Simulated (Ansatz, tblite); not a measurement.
## A script for CO2 (GFN2-xTB)

These are simulated results from tblite 0.8.0, not measurements. The cell began as a database structure and was relaxed with r2SCAN+rVV10 in plane waves (Ansatz 0.2.0). All runs are without spin polarisation.

It is tetragonal, P4_2/mnm (No. 136); a = 4.193 Å, c = 4.605 Å in the conventional setting, 13.49 Å³ an atom. Around C lie 2 O at 1.16 Å; around O lie 1 C at 1.16 Å.

tblite solves periodic systems at the zone centre alone, so the script builds a cluster of 2×2×2 conventional cells (48 atoms), which folds in a coarse mesh of k points.

run.py reads:

```python
import json
from ase import Atoms
from ase.build import make_supercell
from ase.units import Bohr, GPa, Hartree
from tblite.interface import Calculator

atoms = Atoms(['C', 'C', 'O', 'O', 'O', 'O'],
              cell=[[4.19255773, 0.0, 0.0], [0.0, 4.19255773, 0.0], [0.0, 0.0, 4.60511467]],
              scaled_positions=[[0.5, 0.5, 0.5], [0.0, 0.0, 0.0], [0.304267863, 0.695732137, 0.5], [0.695732137, 0.304267863, 0.5], [0.195732137, 0.195732137, 0.0], [0.804267863, 0.804267863, 0.0]],
              pbc=True)
cluster = make_supercell(atoms, [[2, 0, 0], [0, 2, 0], [0, 0, 2]])
calc = Calculator('GFN2-xTB', cluster.numbers, cluster.positions / Bohr, lattice=cluster.cell[:] / Bohr, periodic=cluster.pbc)
calc.set('temperature', 0.02 / Hartree)
calc.set('max-iter', 150)
res = calc.singlepoint()
levels = res.get('orbital-energies') * Hartree
nv = round(res.get('orbital-occupations').sum() / 2)
cells = len(cluster) // len(atoms)
out = {'energy_per_cell': res.get('energy') * Hartree / cells, 'homo': levels[nv - 1], 'lumo': levels[nv],
       'stress': (-res.get('virial') * Hartree / cluster.get_volume() / GPa).tolist(), 'charges': res.get('charges')[:len(atoms)].tolist(), 'electrons': 2 * nv / cells}
json.dump(out, open('results.json', 'w'))
for key, value in out.items():
    print(key, value)
```

Command: `python run.py`. It took 3.6 s on 1 thread of Arm Neoverse V1 (shared host), peak memory 0.096 GiB.

The log:

```
------------------------------------------------------------
  cycle        total energy    energy error   density error
------------------------------------------------------------
      1     -161.2004249197  -1.6293883E+02   3.8940133E-01
      2     -164.9500958591  -3.7496709E+00   1.3136500E-01
      3     -165.0598770965  -1.0978124E-01   8.6040843E-02
      4     -165.0648335057  -4.9564091E-03   1.6752083E-02
      5     -165.0749047943  -1.0071289E-02   9.6105662E-04
      6     -165.0749214795  -1.6685175E-05   9.7005012E-05
      7     -165.0749215413  -6.1803490E-08   3.3164713E-06
------------------------------------------------------------

 total:                                   2.838 sec
energy_per_cell -561.4896766253025
homo -14.233604200471186
lumo -6.995455161833873
stress [[-8.795066050242768, 1.4787382862549874e-07, 3.27158517640205e-08], [1.478738293539715e-07, -8.79506605024278, 3.27158515437616e-08], [3.271585175836058e-08, 3.2715851546343916e-08, -0.5795406615198987]]
charges [0.48765613510915207, 0.4876555827550012, -0.24382807009406404, -0.24382807009406737, -0.2438280117369671, -0.2438276183767305]
electrons 32.0
```

The cycle table is in hartree for the whole cluster, and the lines after it are in eV (the energy for one cell). The printed stress is in GPa and positive in compression, and the pressure is its mean diagonal.

GFN2-xTB gives a gap of 7.24 eV. On the same cell, plane-wave PBE (Ansatz, 6×6×6 k points and the special points) gives a gap of 6.69 eV and r2SCAN a gap of 7.28 eV; on shared hosts these took about 4.3 and 13 core-seconds on the 6-atom cell, against 3.6 for the script. Semilocal gaps usually lie below measured ones. xTB was fitted to molecules, so gaps, charges and pressures of solids can be far off, and the gap also depends on the size of the cluster.

The same script was run on cells scaled at fixed shape and fractional coordinates:

```csv
volume (Å³/atom),energy (meV/atom),"pressure (GPa, positive in compression)",gap (eV)
11.87,33.3,14.74,8.10
12.68,-9.4,2.77,7.65
13.49,0.0,-6.06,7.24
14.30,47.9,-12.60,6.87
15.11,124.4,-17.49,6.52
```

A Birch-Murnaghan fit puts the minimum at 12.91 Å³/atom, 4.3 % below the given cell, with a bulk modulus of 150 GPa at fixed shape.

xTB was fitted mostly to molecules, and a small cluster samples few k points, so gaps, pressures and kinks along a curve can be far from a solid's.
